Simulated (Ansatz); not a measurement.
InSb, DFT, PBEsol, PAW with Ansatz's default frozen-core files, scalar-relativistic (Ansatz 0.2.0), run on 1 thread of Intel(R) Xeon(R) Platinum 8488C (Sapphire Rapids) on a shared host.

The cell is COD entry 9008853, as deposited and not checked against the literature; nothing was relaxed.

Command: `ansatz run input.yaml --threads 1 --pin off --max-ram 3072MiB --backend cpu --events-out ev --progress --plain --runs-dir out`

```yaml
crystal:
  lattice:
    - [0.0, 3.2391, 3.2391]
    - [3.2391, 0.0, 3.2391]
    - [3.2391, 3.2391, 0.0]
  atoms:
    - { symbol: In, position: [0.0, 0.0, 0.0] }
    - { symbol: Sb, position: [0.75, 0.75, 0.75] }
kpoints:
  mp_grid: { grid: [9, 9, 9] }
  band_path:
    path:
      - [0.0, 0.0, 0.0]
      - [-0.5, -0.5, 0.0]
      - [-0.375, -0.375, 0.25]
      - [-0.375, 0.0, 0.375]
      - [0.0, 0.0, 0.0]
      - [0.0, 0.0, 0.5]
      - [-0.5, -0.25, 0.25]
      - [-0.5, -0.5, 0.0]
    npoints: 14
scf:
  occupations: { method: fermi_dirac, width: 0.05 }
hamiltonian:
  xc: pbesol
  pseudopotentials: { kind: paw }
output:
  forces: true
  stress: true
  eigenvalues: true
  efg: { contact_densities: true }
  populations: true
  bader: true
  dos: { projected: true, de: 0.2, e_range: [-14, 8] }
  write_density: true
  write_potential: true
  elf: true
  volumetric_format: npy
```

(1) How large is the problem that the program sets up?

(2) About how long does it take, and how much memory does it use?

(3) And the same cell and mesh by LAPW (all electrons), asked for forces, stress, eigenvalues, fatbands, populations, dos and the same band path, on the same hardware?

(4) And the same cell and mesh by crystal-made all-electron datasets, asked for forces, stress, eigenvalues, efg and the same band path, on the same hardware?

Results:

(1) 35 irreducible k-points, 1363 plane waves at Γ, 18 bands.

(2) 24 s of wall time for 6 SCF iterations, with a peak of 0.48 GiB. Times on shared machines scatter by tens of per cent.

(3) 43 s, peak memory 0.43 GiB.

(4) 15 s, peak memory 0.54 GiB.
